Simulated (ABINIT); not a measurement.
An input for ABINIT 10.8.3 (patched build) (Nd):

run.abi

```
# Pseudopotentials
pp_dirpath "./"
pseudos "Nd.upf"

# Structure
acell 3*1.0 Angstrom
rprim
    -2.0474196979     2.0474196979     2.0474196979
     2.0474196979    -2.0474196979     2.0474196979
     2.0474196979     2.0474196979    -2.0474196979
ntypat 2
znucl 60
natom 1
typat 1
xred
     0.0000000000     0.0000000000     0.0000000000
chkprim 0
chksymtnons 0
tolsym 1.0e-6

# Plane-wave basis
ecut 22.0

# k points
kptopt 1
ngkpt 3 3 3
nshiftk 1
shiftk 0.0 0.0 0.0

# Exchange and correlation
ixc -428

# Bands and occupations
nband 14
occopt 6
tsmear 0.05 eV

# Spin
nsppol 2
spinat
     0.0000000000     0.0000000000     3.0000000000
constraint_kind 1
ratsm 0.05

# SCF cycle
nstep 80
iscf 7
toldfe 1.0e-7

# Output
iomode 3
prtwf 0
prtden 0
prteig 0
prtebands 0
enunit 2
```

Potentials or basis: PseudoDojo NC SR PBE v0.4 lanthanides 3+.

Command:

```sh
$ abinit run.abi > log 2>&1
```

**Question.** What does the program do with it?

**Answer.** The run stopped without a result. It printed:

run.abo:

```text
.Version 10.8.3 of ABINIT
--- !ERROR
message: |
    Not enough pseudopotentials in input `pseudos` string, expecting npsp: 2
    Perhaps the separator (=a comma) is missing between pseudopotentials in input `pseudos` string.
...
```
